The table gives the electronic dielectric constant of one SnO crystal, the factor by which its electrons weaken an electric field while the atoms stay in place. Its square root is the refractive index for infrared light that is too fast for the atoms to follow and too low in energy to be strongly absorbed. A capacitor would also feel the motion of the ions, which is not included here. The directions x and y lie in the layers of the crystal, and z stands across them.

Clamped-ion dielectric constants of SnO (P4/nmm) at one fixed geometry, from GPAW 26.7.0 with plane-wave PAW DFT, without spin polarisation or spin–orbit coupling. The ground state uses a 6 × 6 × 5 k mesh; the response is RPA with local fields, on 12 × 12 × 10 (PBE), 9 × 9 × 7 (LDA, PBEsol, AM05) or 7 × 7 × 6 k points (RPBE, GLLB-SC).

```
functional                                           potentials  wave cutoff  dielectric xx  dielectric yy  dielectric zz
       LDA                 GPAW-PAW-data-sets-(gpaw-data-1.2.1)       550 eV          7.640          7.640          6.878
       PBE                 GPAW-PAW-data-sets-(gpaw-data-1.2.1)       600 eV          7.560          7.560          6.711
    PBEsol  PAW-data-sets-made-by gpaw-setup-for-the-functional       550 eV          7.799          7.799          6.936
      RPBE                 GPAW-PAW-data-sets-(gpaw-data-1.2.1)       550 eV          7.456          7.456          6.577
      AM05  PAW-data-sets-made-by gpaw-setup-for-the-functional       550 eV          7.636          7.636          6.790
   GLLB-SC                 GPAW-PAW-data-sets-(gpaw-data-1.2.1)       550 eV          6.520          6.520          5.718
```

The first row, LDA

Question 1. In which direction do the electrons yield more easily, and why are two columns equal?

They yield more easily within the layers: dielectric xx is larger than dielectric zz, here and in every other row. The columns xx and yy agree because a quarter turn about z carries the crystal into itself, so x and y are the same direction to the electrons.

The displaced electrons also set up an uneven field of their own inside the cell, called the local field, which weakens the response in every row. It is not the source of the difference between the directions. In the LDA row xx exceeds zz by 0.76, and by 1.32 when local fields are left out. The difference must therefore come from the electronic transitions that each field direction drives. It is plausible that the Sn–O bonds within the layers favour xx, but no breakdown by bands is at hand to prove it.

From LDA to PBE

Question 2. The atoms do not move between rows, so how can the functional change the result?

A field polarises a crystal by mixing a little of the empty states into the occupied ones. The further apart two states lie in energy, the less they mix. The functional supplies the potential in which the electrons move, and so it sets these energy distances and the shapes of the states. If it pushes the empty states up relative to the occupied ones, the electrons become stiffer and the dielectric constant falls.

The functional acts only through these states and energies. The response itself is computed at the same level in all rows, the random-phase approximation (RPA), in which electrons react to the applied field and to the electrostatic field of the displaced charge.

PBEsol and RPBE

Question 3. SnO has a small indirect gap and a much larger direct one. Which of them matters?

The direct gap is the better guide. A uniform field carries no crystal momentum, so it can mix only states that lie vertically above one another in the band structure. The indirect gap joins states with different momenta, and such a pair does not mix however close in energy it is.

PBEsol and RPBE fit this picture. Their indirect gaps differ by only 0.016 eV, yet their dielectric constants are the highest and the lowest of the five LDA and GGA rows. Their direct gaps, taken on the mesh of k points, are 1.97 and 2.05 eV, and the row with the smaller one has the larger dielectric constant. Over all six rows both xx and zz fall as the direct gap rises. The link to transition energies is standard theory; these runs show only that the two orders match.

AM05

Question 4. Which digits can be trusted?

Not the third decimal, and for the absolute value hardly the first. The optical matrix elements, which measure how strongly the field couples two states, carry an uncertainty of a few percent, or some tenths in xx. The five LDA and GGA rows span only 0.34 in that column. Part of the error may cancel between rows, but this was not tested. PBEsol and AM05 also use atomic data sets of a different origin, and PBE has a higher wave cutoff. The fine order of these five is therefore tentative.

AM05 adds a lesson about the single gap. It agrees with LDA to 0.004 in xx but lies 0.09 lower in zz. The direct gap is one energy at one point of the band structure, whereas each dielectric component sums over many transitions with its own weights. One gap can suggest an order, but it cannot fix two components.

GLLB-SC

Question 5. Why does the last row lie so far below the others?

GLLB-SC is a model potential built to resemble exact exchange more closely than LDA or a GGA does, and such potentials usually widen the distance between occupied and empty states, which LDA and GGAs tend to underestimate. Here the direct gap is 0.23 eV larger than in PBE, and xx is 14% smaller. That is the direction expected from stiffer electrons. The drop is also far larger than the differences among the other five rows.

Question 6. Is the wider direct gap enough to explain the size of the drop?

A simple model can test this. Each transition adds to the dielectric constant in proportion to its strength divided by the square of its energy. The strengths add up to the number of electrons, which the functional cannot change. All transitions can then be replaced by one average energy:

ε₀ − 1 = (Eₚ / Eₐ)²

Here ε₀ is the dielectric constant without local fields, Eₐ is the average transition energy and Eₚ is the plasma energy, set by the density of electrons. The twenty outer electrons in the cell (Sn 5s and 5p, O 2s and 2p) give Eₚ = 19.7 eV. The deeper Sn 4d electrons, which the calculation also contains, are left out of this estimate. For PBE, xx without local fields is 8.551, so

Eₐ = 19.7 eV / √7.551 = 7.17 eV

This average lies far above the direct gap, because most of the strength sits in higher transitions. Suppose now that GLLB-SC raises every transition energy by the same amount as it raises the direct gap, 0.234 eV. With the one average energy standing for all of them, ε₀ − 1 changes by the factor

(7.168 / 7.402)² = 0.938

That is a drop of 6% (4% if the Sn 4d electrons are counted too), whereas the calculation gives 15%. The single energy makes this a low estimate: in a real spectrum the lowest transitions count most for their strength, and the same shift changes them most. If all transition energies grow instead in the same proportion as the direct gap, the factor is

(2.024 / 2.258)² = 0.803

and the drop of 20% is too large. The computed drop lies between. Described by one average energy, it needs a rise of 0.60 eV, more than twice the rise of the direct gap. Whether an equal shift of the real spectrum would be enough cannot be told without the separate transitions, and strength may also have moved to higher ones. The direct gap thus gives the direction of the change, but only a rough idea of its size.

No constant was adjusted to the GLLB-SC row; both estimates start from PBE and use only the change in direct gap. They also enclose the computed changes for PBEsol and RPBE, and that of LDA in xx. For LDA in zz, and for AM05 in both directions, both estimates are too small. The direct gaps of these two rows differ from that of PBE by only about 0.01 eV, so other changes in the states and their energies can weigh more. The printed output below gives both estimates for every row.

Back to PBE

Question 7. What would change if the response were treated differently?

The displaced electrons also alter the exchange-correlation potential, and the RPA ignores this. Where electrons gather, that potential becomes more attractive, which helps the displacement along. When this effect is added to the PBE row in its simplest form, taken from LDA, xx rises by 0.37 and zz by 0.28. This one change in the treatment of the response moves xx by about as much as the whole choice among the five LDA and GGA functionals.

The density of k points matters far less where it was tested. The response mesh was denser than that of the ground state in every row, and densest for PBE. For PBE a coarser response mesh moves xx by only 0.01. RPBE and GLLB-SC were run on a still coarser one without such a test, but an error of that order would not touch the gap between GLLB-SC and the rest.

The two larger effects pull in opposite directions: a potential with wider gaps lowers the dielectric constant, and the added response term raises it, at least in PBE. For GLLB-SC the response lacks the terms that belong to this functional, so the two have not been combined in a consistent way. Spin–orbit coupling is absent throughout, and the table has no measured value to decide between the rows. How much of the 14% drop would survive a complete response remains open.

Numerical output:

```
Gaps and change of the dielectric constant from PBE:
      row  direct gap eV  indirect gap eV  xx change %  zz change %
      LDA          2.011           0.2264        1.058        2.488
      PBE          2.024           0.1493            0            0
   PBEsol          1.969           0.1254        3.161        3.353
     RPBE          2.051           0.1409       -1.376       -1.997
     AM05          2.016           0.1649        1.005        1.177
  GLLB-SC          2.258           0.3711       -13.76        -14.8
Change from PBE of dielectric constant minus 1 without local fields in %:
      row  xx computed  xx equal shift  zz computed  zz equal shift  common scaling
      LDA        1.095          0.3579        3.005          0.3225           1.276
      PBE            0               0            0               0               0
   PBEsol         3.45           1.542        3.919           1.389           5.627
     RPBE       -1.504         -0.7424       -2.328         -0.6695          -2.593
     AM05        1.066          0.2292        1.402          0.2065          0.8151
  GLLB-SC       -14.92           -6.23       -17.14          -5.641          -19.67
Anisotropy and local fields:
      row  xx-zz with  xx-zz without  cut of xx %  cut of zz %
      LDA       0.762          1.316        11.51        6.013
      PBE       0.849          1.417        11.59        5.925
   PBEsol       0.863          1.438        11.49        5.941
     RPBE       0.879          1.447        11.63        5.921
     AM05       0.846          1.412        11.53        5.952
  GLLB-SC       0.802          1.343        12.19        5.986
Spread of xx over the five LDA/GGA rows: 0.343
Spread of zz over the five LDA/GGA rows: 0.359
Rank correlation of direct gap and xx, five LDA/GGA rows: -1
Rank correlation of indirect gap and xx, five LDA/GGA rows: 0
Indirect gap, RPBE less PBEsol (eV): 0.01558
Plasma energy of 20 valence electrons (eV): 19.7
Average transition energy in PBE, xx (eV): 7.168
Rise of average transition energy, GLLB-SC less PBE, xx (eV): 0.6029
Rise of direct gap, GLLB-SC less PBE (eV): 0.2343
Equal-shift estimate for GLLB-SC, xx, if all 40 electrons are counted (%): -4.467
ALDA kernel less tabulated value, PBE, xx: 0.3673
ALDA kernel less tabulated value, PBE, zz: 0.2799
Coarser 9x9x7 response mesh less tabulated value, PBE, xx: 0.0096
LDA less AM05, xx: 0.004
LDA less AM05, zz: 0.088
```
